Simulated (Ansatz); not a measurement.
# Au (Im-3m) in Ansatz: convergence with k mesh

Aim: find how far k mesh must go before the results for Au settle, at LDA. This setting moves, with any that are tied to it; all else stays.

All numbers are computed with Ansatz 0.2.0; they aren't measurements. Logs are shortened: lines on timing, memory, paths and dates and some standing lists are left out, and cuts for length are marked.

### Step 1. Starting point

The structure is cubic, space group Im-3m (No. 229). The conventional cell has a = 3.315 Å, b = 3.315 Å, c = 3.315 Å, α = 90.00°, β = 90.00°, γ = 90.00°. Au (site symmetry m-3m) has 8 Au at 2.87 Å as nearest neighbours.

This isn't the form of Au at room conditions, which is fcc.

### Step 2. With k mesh 2 × 2 × 2

The input, input.yaml:

```yaml
crystal:
  lattice:
    - [-1.657269, 1.657269, 1.657269]
    - [1.657269, -1.657269, 1.657269]
    - [1.657269, 1.657269, -1.657269]
  atoms:
    - { symbol: Au, position: [0.0, 0.0, 0.0] }
kpoints:
  mp_grid: { grid: [2, 2, 2] }
scf:
  occupations: { method: fermi_dirac, width: 0.05 }
hamiltonian:
  xc: lda
  pseudopotentials: { kind: all_electron, lapw: { basis_error: 0.001 } }
output:
  forces: true
  stress: true
  eigenvalues: true
```

Potentials or basis: all-electron LAPW, scalar-relativistic.

Started as:

```
$ ansatz run input.yaml --threads 1 --pin off --max-ram 3072MiB --backend cpu --events-out ev --progress --plain --runs-dir out
```

Wall time 3.1 s (1 thread of Intel Xeon at 2.50GHz (Skylake/Cascade Lake), shared host); peak memory 0.24 GiB.

Results:

| Property | Result |
| --- | --- |
| Free energy | -516937.4107 eV |
| Pressure | 27.2 GPa |
| Band gap on the k mesh | none (metal or under the smearing width) |

### Step 3. With k mesh 4 × 4 × 4

input.yaml, as its differences from that of step 2:

```diff
@@ -8,3 +8,3 @@
 kpoints:
-  mp_grid: { grid: [2, 2, 2] }
+  mp_grid: { grid: [4, 4, 4] }
 scf:
```

Potentials or basis: all-electron LAPW, scalar-relativistic.

Started as:

```
$ ansatz run input.yaml --threads 1 --pin off --max-ram 3072MiB --backend cpu --events-out ev --progress --plain --runs-dir out
```

Run time: 3.7 s. Hardware: 1 thread of Intel Xeon at 2.50GHz (Skylake/Cascade Lake), shared host; peak memory 0.25 GiB.

What came out:

```
Free energy            : -516940.3954 eV
Pressure               : -14.7 GPa
Band gap on the k mesh : none (metal or under the smearing width)
```

### Step 4. With k mesh 6 × 6 × 6

input.yaml, as its differences from that of step 3:

```diff
@@ -8,3 +8,3 @@
 kpoints:
-  mp_grid: { grid: [4, 4, 4] }
+  mp_grid: { grid: [6, 6, 6] }
 scf:
```

Started as:

```
$ ansatz run input.yaml --threads 1 --pin off --max-ram 3072MiB --backend cpu --events-out ev --progress --plain --runs-dir out
```

It took 5.9 s on 1 thread of Intel Xeon at 2.50GHz (Skylake/Cascade Lake), shared host; peak memory 0.26 GiB.

Results:

| Item | Value |
| --- | --- |
| Free energy | -516940.5247 eV |
| Pressure | -13.6 GPa |
| Band gap on the k mesh | none (metal or under the smearing width) |

### Step 5. With k mesh 7 × 7 × 7

input.yaml, as its differences from that of step 4:

```diff
@@ -8,3 +8,3 @@
 kpoints:
-  mp_grid: { grid: [6, 6, 6] }
+  mp_grid: { grid: [7, 7, 7] }
 scf:
```

Started as:

```
$ ansatz run input.yaml --threads 1 --pin off --max-ram 3072MiB --backend cpu --events-out ev --progress --plain --runs-dir out
```

Wall time 5.5 s (1 thread of Intel Xeon at 2.50GHz (Skylake/Cascade Lake), shared host); peak memory 0.26 GiB.

Results:

```yaml
Free_energy: -516940.6067 eV
Pressure: -12.8 GPa
Band_gap_on_the_k_mesh: none (metal or under the smearing width)
```

### Step 6. With k mesh 9 × 9 × 9

input.yaml, as its differences from that of step 5:

```diff
@@ -8,3 +8,3 @@
 kpoints:
-  mp_grid: { grid: [7, 7, 7] }
+  mp_grid: { grid: [9, 9, 9] }
 scf:
```

Potentials or basis: all-electron LAPW, scalar-relativistic.

Started as:

```
$ ansatz run input.yaml --threads 1 --pin off --max-ram 3072MiB --backend cpu --events-out ev --progress --plain --runs-dir out
```

Wall time 9.6 s (1 thread of Intel Xeon at 2.50GHz (Skylake/Cascade Lake), shared host); peak memory 0.28 GiB.

What came out:

```yaml
Free_energy: -516940.6030 eV
Pressure: -12.8 GPa
Band_gap_on_the_k_mesh: none (metal or under the smearing width)
```

### Step 7. With k mesh 11 × 11 × 11

input.yaml, as its differences from that of step 6:

```diff
@@ -8,3 +8,3 @@
 kpoints:
-  mp_grid: { grid: [9, 9, 9] }
+  mp_grid: { grid: [11, 11, 11] }
 scf:
```

Started as:

```
$ ansatz run input.yaml --threads 1 --pin off --max-ram 3072MiB --backend cpu --events-out ev --progress --plain --runs-dir out
```

Run time: 13 s. Hardware: 1 thread of Intel Xeon at 2.50GHz (Skylake/Cascade Lake), shared host; peak memory 0.29 GiB.

Results:

- Free energy: -516940.6002 eV
- Pressure: -13.1 GPa
- Band gap on the k mesh: none (metal or under the smearing width)

### Step 8. With k mesh 13 × 13 × 13

input.yaml, as its differences from that of step 7:

```diff
@@ -8,3 +8,3 @@
 kpoints:
-  mp_grid: { grid: [11, 11, 11] }
+  mp_grid: { grid: [13, 13, 13] }
 scf:
```

Started as:

```
$ ansatz run input.yaml --threads 1 --pin off --max-ram 3072MiB --backend cpu --events-out ev --progress --plain --runs-dir out
```

Run time: 22 s. Hardware: 1 thread of Intel Xeon at 2.50GHz (Skylake/Cascade Lake), shared host; peak memory 0.33 GiB.

Results (log left out):

- Free energy: -516940.6024 eV
- Pressure: -13.2 GPa
- Band gap on the k mesh: none (metal or under the smearing width)

### Step 9. With k mesh 16 × 16 × 16

input.yaml, as its differences from that of step 8:

```diff
@@ -8,3 +8,3 @@
 kpoints:
-  mp_grid: { grid: [13, 13, 13] }
+  mp_grid: { grid: [16, 16, 16] }
 scf:
```

Potentials or basis: all-electron LAPW, scalar-relativistic.

Started as:

```
$ ansatz run input.yaml --threads 1 --pin off --max-ram 3072MiB --backend cpu --events-out ev --progress --plain --runs-dir out
```

The program printed:

```text
Warning: RAYON_NUM_THREADS=1 ignored (pool sized by the plan → 1); use --threads N
LAPW: plane waves up to 8.112 Å⁻¹, error target 1.0e-3 eV per atom; small_component_spin mean_spin; Au in spheres of 1.435 Å, 43 of its electrons in bands, Dirac shells [] (how accurate: hamiltonian.pseudopotentials.lapw.basis_error, Limitations)
Engine: ansatz 0.2.0, x86_64-unknown-linux-gnu
Pseudopotentials: kind: all_electron
Pseudopotential: Au, LAPW, valence charge 43, lapw/all_electron/scalar/gaussian/Au, Koelling and Harmon's equation, gaussian nucleus
Functional definition: SPW92
  exchange = slater_x
  correlation = pw_c
Crystal: 1 atoms, lattice volume = 18.207 Å³
Basis set: ecut = 250.71848428659783 eV, 177 PW (Γ), exchange–correlation at level 2
Bands: 26, of which v1, the nominal top of the filled ones, is band 22 counted from 1 (21 counted from 0)
Symmetry: 48 space group operations
Space group: Im-3m (ITA 229), of the structure as read, at distance tolerance 2.6e-5 Å
k-points: 145 of 4096
Non-local potential: Au, projectors of the file, none
Initial density: superposition of atomic densities (chi_scale 0.1, normalization cell)
Initial wavefunctions: plane waves of lowest kinetic energy (no species holds an atomic orbital)
Functional: x = slater, c = lda
iter 1 solved again at ethr=1.96e-4 eV; its pass at ethr=1.00e-1 eV (dr2=8.42e-2 eV) is discarded
SCF iter   1: F=—  HF=-516940.936318 eV  |F-HF|=—  |Δ(HF+E_count)|=         —  Δρ=2.63e-2  dr2=8.44e-2  ethr=1.96e-4  ⟨swp⟩=2.9  Hψ=23621  notcnv=0
preconditioner: auto → none  [insulator: Δε(μ)=0.280 eV  Ē_g=15.023 eV  σ=0.050 eV  W_gap=0.82  n_scr=12 (ndim 8)  ℏωp=28.9 eV  f_vac=0.022  D(μ)=0.06/eV (n_scr^D=0)  ε∞_Penn≈4.7]
iter 2 solved again at ethr=4.66e-7 eV; its pass at ethr=1.96e-4 eV (dr2=2.01e-4 eV) is discarded
SCF iter   2: F=—  HF=-516940.650043 eV  |F-HF|=—  |Δ(HF+E_count)|=   2.86e-1  Δρ=1.37e-3  dr2=2.01e-4  ethr=4.66e-7  ⟨swp⟩=2.7  Hψ=19670  notcnv=0
SCF iter   3: F=—  HF=-516940.606796 eV  |F-HF|=—  |Δ(HF+E_count)|=   4.32e-2  Δρ=3.32e-3  dr2=1.19e-3  ethr=4.66e-7  ⟨swp⟩=3.0  Hψ=11792  notcnv=0
SCF iter   4: F=—  HF=-516940.604881 eV  |F-HF|=—  |Δ(HF+E_count)|=         —  Δρ=9.18e-4  dr2=8.22e-5  ethr=4.66e-7  ⟨swp⟩=2.4  Hψ=11031  notcnv=0
the basis was enlarged: its passes take 147.9 KiB over the memory plan, 1 of 1 planned eigensolver slots
SCF iter   5: F=—  HF=-516940.604768 eV  |F-HF|=—  |Δ(HF+E_count)|=   1.13e-4  Δρ=1.10e-4  dr2=9.13e-7  ethr=1.91e-7  ⟨swp⟩=2.0  Hψ=10959  notcnv=0
SCF iter   6: F=-516940.604768 eV  HF=-516940.604768 eV  |F-HF|=6.98e-10  |Δ(HF+E_count)|=   1.72e-7  Δρ=4.93e-6  dr2=1.85e-9  ethr=2.12e-9  ⟨swp⟩=2.0  Hψ=10962  notcnv=0
SCF 1 converged in 6 iterations: F = -516940.604768 eV  dr2 = 1.85e-9
SCF converged after 6 iterations
Free energy (F): -516940.604768 eV
Harris-Foulkes:  -516940.604768 eV  (|F-HF|=6.98e-10)
Internal energy: -516940.602747 eV  (E = F + TS)
E sigma→0 (E₀):  -516940.603758 eV
Entropy (-TS):   -0.002020 eV (-2.020 meV/atom)
Fermi energy:    22.783661 eV
--- Per-component energies (eV) ---
  E_band       = -3938.192962
  E_kinetic    = 589027.094960
  E_xc         = -9627.494175
  E_electrostatic = -1096340.203532  (all electrons and nuclei)
  E_smearing   = -0.002020  (= −TS)
  E_closure    = 0.000000  (closes the sum)
  E_atoms      = -516936.223186  (free atoms, spherical and without spin; not in F)
  Σ components = -516940.604768   (vs F -516940.604768, Δ=0.00e0)
  Basis errors (estimates in eV, not in F): energy 2.6e-4 per atom: plane waves 2.3e-4 (1.2e-4 summed), levels above the bands 1.3e-135, relativity 7.4e-9, radial functions 3.8e-5, core shells 1.6e-8; eigenvalues (radial functions only) 9.3e-6; not estimated: angular momenta, meshes, grids; target (lapw.basis_error) 1.0e-3; muffin-tin radii Au 1.435 Å
--- Forces (eV/Å), atoms counted from 1 ---
  atom   1  Au    -0.00000000     0.00000000     0.00000000
  max |Σ_I F_I| component: 8.05e-31 eV/Å
--- Stress (GPa, compression-positive) ---
      -13.756180       0.000000       0.000000
        0.000000     -13.756180      -0.000000
        0.000000      -0.000000     -13.756180
  P = ⅓ Tr σ = -13.7562 GPa (-137.562 kbar)
--- Band table (eV; the first three rows and the last of 145) ---
  k-point 0: bands = ["-299.5306", "-299.5306", "-299.5306", "-299.5072", "-299.5072", "-82.6506", "-55.7727", "-55.7573", "-55.7573", "-55.7573", "-55.7435", "-55.7435", "-55.7435", "-33.8799", "-33.8799", "-33.8799", "13.4784", "18.2190", "18.2190", "18.2190", "19.9927", "19.9927", "39.1679", "39.1679", "39.1679", "45.7359"]
  k-point 1: bands = ["-299.5306", "-299.5306", "-299.5306", "-299.5072", "-299.5072", "-82.6502", "-55.7728", "-55.7573", "-55.7572", "-55.7572", "-55.7435", "-55.7435", "-55.7435", "-33.8866", "-33.8824", "-33.8798", "13.6148", "18.1776", "18.2234", "18.3122", "19.9432", "19.9956", "39.1212", "39.1950", "39.3340", "44.3583"]
  k-point 2: bands = ["-299.5306", "-299.5306", "-299.5306", "-299.5072", "-299.5072", "-82.6492", "-55.7729", "-55.7572", "-55.7572", "-55.7572", "-55.7435", "-55.7435", "-55.7435", "-33.9057", "-33.8894", "-33.8796", "14.0111", "18.0617", "18.2322", "18.5855", "19.8278", "20.0055", "38.6088", "39.0976", "39.8135", "42.5921"]
  k-point 144: bands = ["-299.5306", "-299.5306", "-299.5306", "-299.5072", "-299.5072", "-82.6333", "-55.7744", "-55.7566", "-55.7566", "-55.7566", "-55.7439", "-55.7439", "-55.7439", "-34.0146", "-34.0146", "-34.0146", "16.4841", "16.4841", "21.0224", "21.0224", "21.0224", "28.8926", "28.8926", "28.8926", "31.5521", "38.0852"]
```

Wall time 31 s (1 thread of Intel Xeon at 2.50GHz (Skylake/Cascade Lake), shared host); peak memory 0.39 GiB.

Results:

- Free energy: -516940.6048 eV
- Pressure: -13.8 GPa
- Band gap on the k mesh: none (metal or under the smearing width)

### Step 10. Result

```tsv
k mesh	energy less the tightest run, at zero smearing (meV/atom)	pressure (GPa)	SCF cycles	CPU time (s)	peak memory (GiB)
2 × 2 × 2	3219.04	27.24	10	3.1	0.24
4 × 4 × 4	219.72	-14.73	7	3.7	0.25
6 × 6 × 6	85.97	-13.63	7	5.8	0.26
7 × 7 × 7	-0.83	-12.76	7	5.4	0.26
9 × 9 × 9	3.41	-12.84	7	9.5	0.28
11 × 11 × 11	6.42	-13.05	6	13	0.29
13 × 13 × 13	3.34	-13.21	8	22	0.33
16 × 16 × 16	0.00	-13.76	6	31	0.39
```

Not settled before the last step: the energy (to 1 meV/atom), the pressure (to 0.1 GPa). Meshes of other sizes hit other points, so gaps and Fermi surfaces needn't settle smoothly. The tightest run that finished is the yardstick and may itself not be fully converged.
